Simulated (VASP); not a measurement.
# TiTe2 (P-3m1) in VASP: notebook

Aim: see how the results for TiTe2 move with the level of theory and the settings. Levels: rev-vdW-DF2, PBE+D3(BJ). Tasks: relaxation of cell and atoms.

Program: VASP 6.6.1. These are calculated values, not measurements. Logs are shortened: lines on timing, memory, paths and dates and some standing lists are left out, and cuts for length are marked.

**1. Starting point**

Symmetry: P-3m1, No. 164, trigonal system. Conventional cell: a = 3.777 Å, b = 3.777 Å, c = 6.498 Å, α = 90.00°, β = 90.00°, γ = 120.00°. Ti (site symmetry -3m) has 6 Te at 2.77 Å as nearest neighbours. Around Te (site symmetry 3m) lie 3 Ti at 2.77 Å.

**2. Relaxation of cell and atoms, rev-vdW-DF2**

Input file INCAR:

```
AGGAC = 0.0
ALGO = Normal
EDIFF = 1E-6
EDIFFG = -0.01
ENCUT = 600
GGA = MK
IBRION = 2
ISIF = 3
ISMEAR = 1
LASPH = T
LCHARG = F
LREAL = F
LUSE_VDW = T
LWAVE = F
NELM = 80
NSW = 90
PARAM1 = 0.1234
PARAM2 = 0.711357
PREC = Accurate
SIGMA = 0.1
ZAB_VDW = -1.8867
```

Input file KPOINTS:

```
k-points
0
Gamma
  12 12 6
```

Input file POSCAR:

```
TiTe2
1.0
    3.7770000000      0.0000000000      0.0000000000
   -1.8885000000      3.2709779500      0.0000000000
    0.0000000000      0.0000000000      6.4980000000
Ti Te
1 2
Direct
    0.0000000000      0.0000000000      0.0000000000
    0.6666666700      0.3333333300      0.2628000000
    0.3333333300      0.6666666700      0.7372000000
```

Potentials or basis: VASP PAW PBE potentials, release 64 (Ti_sv, Te).

On the command line:

```bash
cat potpaw_PBE.64/Ti_sv/POTCAR potpaw_PBE.64/Te/POTCAR > POTCAR
mpirun -np 1 vasp_std > vasp.out
```

OUTCAR:

```text
EDIFF = 1E-6
   EDIFFG = -0.01
   ENCUT = 600
   GGA = MK
   IBRION = 2
   ISIF = 3
   ISMEAR = 1
   LASPH = T
   LREAL = F
   NELM = 80
   NSW = 90
   PREC = Accurate

 ion  position               nearest neighbor table
   1  0.000  0.000  0.000-   2 2.77   3 2.77   3 2.77   2 2.77   2 2.77   3 2.77
   2  0.667  0.333  0.263-   1 2.77   1 2.77   1 2.77
   3  0.333  0.667  0.737-   1 2.77   1 2.77   1 2.77

  LATTYP: Found a hexagonal cell.
 ALAT       =     3.7770000000
 C/A-ratio  =     1.7204130262

  Lattice vectors:

 A1 = (   3.7770000000,   0.0000000000,   0.0000000000)
 A2 = (  -1.8885000000,   3.2709779500,   0.0000000000)
 A3 = (   0.0000000000,   0.0000000000,   6.4980000000)

Analysis of symmetry for initial positions (statically):
=====================================================================
 Subroutine PRICEL returns:
 Original cell was already a primitive cell.

 Routine SETGRP: Setting up the symmetry group for a
 hexagonal supercell.

 Subroutine GETGRP returns: Found 12 space group operations
 (whereof 12 operations were pure point group operations)
 out of a pool of 24 trial point group operations.

The static configuration has the point symmetry D_3d.

Analysis of symmetry for dynamics (positions and initial velocities):
=====================================================================
 Subroutine PRICEL returns:
 Original cell was already a primitive cell.

 Routine SETGRP: Setting up the symmetry group for a
 hexagonal supercell.

 Subroutine GETGRP returns: Found 12 space group operations
 (whereof 12 operations were pure point group operations)
 out of a pool of 24 trial point group operations.

The dynamic configuration has the point symmetry D_3d.

 Subroutine INISYM returns: Found 12 space group operations
 (whereof 12 operations are pure point group operations),
 and found     1 'primitive' translations

----------------------------------------------------------------------------------------

                                     Primitive cell

  volume of cell :      80.2794

  direct lattice vectors                    reciprocal lattice vectors
     3.777000000  0.000000000  0.000000000     0.264760392  0.152859484  0.000000000
    -1.888500000  3.270977950  0.000000000     0.000000000  0.305718967  0.000000000
     0.000000000  0.000000000  6.498000000     0.000000000  0.000000000  0.153893506

  length of vectors
     3.777000000  3.777000000  6.498000000     0.305718967  0.305718967  0.153893506

  position of ions in fractional coordinates (direct lattice)
     0.000000000  0.000000000  0.000000000
     0.666666670  0.333333330  0.262800000
     0.333333330  0.666666670  0.737200000

  ion indices of the primitive-cell ions
   primitive index   ion index
                 1           1
                 2           2
                 3           3

----------------------------------------------------------------------------------------

 KPOINTS: k-points

Automatic generation of k-mesh.
 Grid dimensions read from file:
 generate k-points for:   12   12    6

 Generating k-lattice:

  Cartesian coordinates                     Fractional coordinates (reciprocal lattice)
     0.022063366  0.012738290  0.000000000     0.083333333  0.000000000  0.000000000
     0.000000000  0.025476581  0.000000000     0.000000000  0.083333333  0.000000000
     0.000000000  0.000000000  0.025648918     0.000000000  0.000000000  0.166666667

  Length of vectors
     0.025476581  0.025476581  0.025648918

  Shift w.r.t. Gamma in fractional coordinates (k-lattice)
     0.000000000  0.000000000  0.000000000

 Subroutine IBZKPT returns following result:
 ===========================================

 Found    100 irreducible k-points:

 Following reciprocal coordinates:
            Coordinates               Weight
  0.000000  0.000000  0.000000      1.000000
  0.083333  0.000000  0.000000      6.000000
  0.166667  0.000000  0.000000      6.000000
  0.250000  0.000000  0.000000      6.000000
  0.333333  0.000000  0.000000      6.000000
  0.416667  0.000000  0.000000      6.000000
[... 16 lines left out ...]
  0.166667  0.000000  0.166667      6.000000
  0.000000  0.166667  0.166667      6.000000
 [... further k-points ...]
   k-points           NKPTS =    100   k-points in BZ     NKDIM =    100   number of bands    NBANDS=     16
   number of dos      NEDOS =    301   number of ions     NIONS =      3
   total plane-waves  NPLWV =  48600
   dimension x,y,z NGX =    30 NGY =   30 NGZ =   54
   dimension x,y,z NGXF=    60 NGYF=   60 NGZF=  108
   ions per type =               1   2
   NGX,Y,Z   is equivalent  to a cutoff of  13.20, 13.20, 13.82 a.u.
   NGXF,Y,Z  is equivalent  to a cutoff of  26.41, 26.41, 27.63 a.u.
 SYSTEM =  unknown system
   PREC   = accura    normal or accurate (medium, high low for compatibility)
   ISTART =      0    job   : 0-new  1-cont  2-samecut
   ICHARG =      2    charge: 1-file 2-atom 10-const
   ISPIN  =      1    spin polarized calculation?
   LNONCOLLINEAR =      F non collinear calculations
   LSORBIT =      F    spin-orbit coupling
   LASPH  =      T    aspherical Exc in radial PAW
   ENCUT  =  600.0 eV  44.10 Ry    6.64 a.u.   7.54  7.54 12.98*2*pi/ulx,y,z
   NELM   =     80;   NELMIN=  2; NELMDL= -5     # of ELM steps
   EDIFF  = 0.1E-05   stopping-criterion for ELM
   LREAL  =      F    real-space projection
   EDIFFG = -.1E-01   stopping-criterion for IOM
   NSW    =     90    number of steps for IOM
   IBRION =      2    ionic relax: 0-MD 1-quasi-New 2-CG
   NFREE  =      1    steps in history (QN), initial steepest desc. (CG)
   ISIF   =      3    stress and relaxation
   ISYM   =      2    0-nonsym 1-usesym 2-fastsym
   POTIM  = 0.5000    time-step for ionic-motion
   TEBEG  =    0.0;   TEEND  =   0.0 temperature during run
   PSTRESS=    0.0 pullay stress
   NELECT =      24.0000    total number of electrons
   NUPDOWN=      -1.0000    fix difference up-down
   EMIN   =  10.00;   EMAX   =-10.00  energy-range for DOS
   EFERMI =   0.00;   METHOD = LEGACY
   ISMEAR =     1;   SIGMA  =   0.10  broadening in eV -4-tet -1-fermi 0-gaus
   EFERMI_NEDOS =   21; number of points for ismear=-14 and -15
   IALGO  =     38    algorithm
   IMIX   =      4    mixing-type and parameters
     AMIX     =   0.40;   BMIX     =  1.00
     AMIX_MAG =   1.60;   BMIX_MAG =  1.00
  volume/ion in A,a.u.               =      26.76       180.58
  Fermi-wavevector in a.u.,A,eV,Ry     =   1.094655  2.068597 16.303438  1.198269
  Thomas-Fermi vector in A             =   2.230964
   LORBIT       =      0    0 simple, 1 ext, 2 COOP (PROOUT), +10 PAW based schemes
   GGA     = MK    functional components
   LHFCALC =     F    Hartree Fock is set to
   AEXX    =    0.0000 exact exchange contribution
   IVDW_NL    =     1    kernel type
   BPARAM     = 6.3000
   IVDW    =     0    specifies the selected vdW correction
   LEPSILON=     F    determine dielectric tensor
   LRPA    =     F    only Hartree local field effects (RPA)
 conjugate gradient relaxation of ions
 non-spin polarized calculation
 Methfessel and Paxton  Order N= 1 SIGMA  =   0.10
  energy-cutoff  :      600.00
  volume of cell :       80.28
 maximum number of plane-waves:      2714
   NGX = 15   NGY = 15   NGZ = 25

--------------------------------------- Ionic step        1  -------------------------------------------

 number of electron      24.0000002 magnetization

 Free energy of the ion-electron system (eV)
  ---------------------------------------------------
  ext. energy  EPLUGINS =         0.00000000
  ---------------------------------------------------
  free energy    TOTEN  =       -10.46111217 eV

  energy without entropy =      -10.46083456  energy(sigma->0) =      -10.46101963

------------------------ aborting loop because EDIFF is reached ----------------------------------------

  FORCE on cell =-STRESS in cart. coord.  units (eV):
  Direction    XX          YY          ZZ          XY          YZ          ZX
  --------------------------------------------------------------------------------------
  -------------------------------------------------------------------------------------
  Total       -0.2552744     -0.2552744      0.0512948      0.0000000      0.0000000      0.0000000
  in kB       -5.0946412     -5.0946412      1.0237162      0.0000000      0.0000000      0.0000000
  external PRESSURE =      -3.0551887 kB  Pullay stress =       0.0000000 kB

 VOLUME and BASIS-vectors are now :
 -----------------------------------------------------------------------------
  energy-cutoff  :      600.00
  volume of cell :       80.28
      direct lattice vectors                 reciprocal lattice vectors
     3.777000000  0.000000000  0.000000000     0.264760392  0.152859484  0.000000000
    -1.888500000  3.270977950  0.000000000     0.000000000  0.305718967  0.000000000
     0.000000000  0.000000000  6.498000000     0.000000000  0.000000000  0.153893506
[... 126 lines left out ...]
  FREE ENERGIE OF THE ION-ELECTRON SYSTEM (eV)
  ---------------------------------------------------
  free  energy   TOTEN  =       -10.4631179207 eV

  energy  without entropy=      -10.4631699063  energy(sigma->0) =      -10.46313525

Total vdW correction in eV:      3.9971333

--------------------------------------- Ionic step        5  -------------------------------------------

 number of electron      24.0000003 magnetization

 Free energy of the ion-electron system (eV)
  ---------------------------------------------------
  ext. energy  EPLUGINS =         0.00000000
  ---------------------------------------------------
  free energy    TOTEN  =       -10.46313283 eV

  energy without entropy =      -10.46315902  energy(sigma->0) =      -10.46314156

 E-fermi :   6.8674     XC(G=0):  -9.9446

 val. band max:        6.8602146785   @ k =   0.3333   0.0000   0.5000
 cond. band min:       6.8829317258   @ k =   0.2500   0.0000   0.1667
 fundamental gap:      0.0227170473
 Fermi energy:         6.8674201370

 k-point     1 :       0.0000    0.0000    0.0000
  band No.  band energies     occupation
      1     -50.4295      2.00000
      2     -26.8092      2.00000
      3     -26.8092      2.00000
      4     -26.7685      2.00000
      5      -5.6234      2.00000
      6      -4.1492      2.00000
[... 8 lines left out ...]
     15       7.9652     -0.00000
     16       9.8981      0.00000
[... 419 lines left out ...]
 k-point    24 :       0.0000    0.1667    0.1667
  band No.  band energies     occupation
      1     -50.4287      2.00000
      2     -26.8205      2.00000
      3     -26.8118      2.00000
      4     -26.7659      2.00000
      5      -5.2468      2.00000
      6      -4.1157      2.00000
[... 8 lines left out ...]
     15       8.0682     -0.00000
     16       9.4871      0.00000

 [... further k-points ...]

------------------------ aborting loop because EDIFF is reached ----------------------------------------

  FORCE on cell =-STRESS in cart. coord.  units (eV):
  Direction    XX          YY          ZZ          XY          YZ          ZX
  --------------------------------------------------------------------------------------
  -------------------------------------------------------------------------------------
  Total        0.0044035      0.0044035     -0.0085916      0.0000000      0.0000000      0.0000000
  in kB        0.0886449      0.0886449     -0.1729533      0.0000000      0.0000000      0.0000000
  external PRESSURE =       0.0014455 kB  Pullay stress =       0.0000000 kB

 VOLUME and BASIS-vectors are now :
 -----------------------------------------------------------------------------
  energy-cutoff  :      600.00
  volume of cell :       79.59
      direct lattice vectors                 reciprocal lattice vectors
     3.752296884  0.000000000  0.000000000     0.266503433  0.153865829 -0.000000000
    -1.876148442  3.249584424  0.000000000     0.000000000  0.307731657 -0.000000000
     0.000000000  0.000000000  6.527280460     0.000000000  0.000000000  0.153203161

 POSITION                                       TOTAL-FORCE (eV/Angst)
 -----------------------------------------------------------------------------------
      0.00000      0.00000      0.00000         0.000000     -0.000000      0.000000
      1.87615      1.08319      1.72159         0.000000      0.000000      0.006502
     -0.00000      2.16639      4.80569        -0.000000     -0.000000     -0.006502
 -----------------------------------------------------------------------------------
    total drift:                               -0.000000     -0.000000      0.000000

  FREE ENERGIE OF THE ION-ELECTRON SYSTEM (eV)
  ---------------------------------------------------
  free  energy   TOTEN  =       -10.4631328281 eV

  energy  without entropy=      -10.4631590158  energy(sigma->0) =      -10.46314156

Total vdW correction in eV:      3.9970387

 reached required accuracy - stopping structural energy minimisation
```

Run time: 13 min. Hardware: 1 thread of Intel Xeon Platinum 8259CL at 2.50GHz (Skylake/Cascade Lake), shared host; peak memory 0.6 GiB.

Results:

```yaml
Free_energy: -10.4631 eV
Relaxed_volume: 26.53 Å³/atom
Relaxed_cell: a = 3.752 Å, b = 3.752 Å, c = 6.527 Å, α = 90.00°, β = 90.00°, γ = 120.00°
Space_group_after_relaxing_to_0.05_Å: P-3m1 (No. 164)
Energy_gained_by_relaxing: 0.7 meV/atom
Ionic_steps: 5
Pressure_after_relaxing: 0.0 GPa
Largest_force_after_relaxing: 0.007 eV/Å
Band_gap_on_the_k_mesh: none (metal or under the smearing width)
```

Forces in eV/Å, atoms in the order of the input:
```
Ti   0.000  0.000  0.000
Te   0.000  0.000  0.007
Te   0.000  0.000 -0.007
```

Step by step:
```csv
step,energy change (eV),largest force (eV/Å),pressure (GPa),volume (Å³)
1,0.0000,0.0366,-0.31,80.28
2,-0.0014,0.0630,0.10,79.69
3,-0.0014,0.0703,0.21,79.53
4,-0.0020,0.0041,-0.03,79.60
5,-0.0020,0.0065,0.00,79.59
```

Final structure:
```cif
data_structure
_symmetry_space_group_name_H-M 'P 1'
_symmetry_Int_Tables_number 1
_cell_length_a 3.7523
_cell_length_b 3.7523
_cell_length_c 6.5273
_cell_angle_alpha 90.000
_cell_angle_beta 90.000
_cell_angle_gamma 120.000
_cell_volume 79.59
loop_
_atom_site_label
_atom_site_type_symbol
_atom_site_fract_x
_atom_site_fract_y
_atom_site_fract_z
_atom_site_occupancy
Ti1 Ti 0.00000 0.00000 0.00000 1
Te1 Te 0.66667 0.33333 0.26375 1
Te2 Te 0.33333 0.66667 0.73625 1
```

Levels at points of the mesh, in eV from the Fermi level:
| k point | band 9 | band 10 | band 11 | band 12 | band 13 | band 14 | band 15 | band 16 |
| --- | --- | --- | --- | --- | --- | --- | --- | --- |
| (0.00, 0.00, 0.00) | -1.67 | 0.28 | 0.36 | 0.36 | 0.48 | 1.10 | 1.10 | 3.03 |
| (0.50, 0.00, 0.00) | -2.75 | -2.45 | -1.77 | -1.12 | -0.03 | 1.12 | 1.47 | 2.36 |
| (0.00, 0.00, 0.50) | -1.60 | -1.60 | 0.35 | 0.35 | 0.78 | 0.78 | 0.98 | 3.46 |
| (0.50, 0.00, 0.50) | -2.49 | -2.05 | -1.02 | -0.59 | -0.33 | 1.12 | 1.45 | 2.56 |

Caveat: the PAW data sets were made with another functional, which shifts forces and pressure a little. The run has no spin-orbit coupling, so splittings on Te are missing.

(Continued in part 2 of 2.)
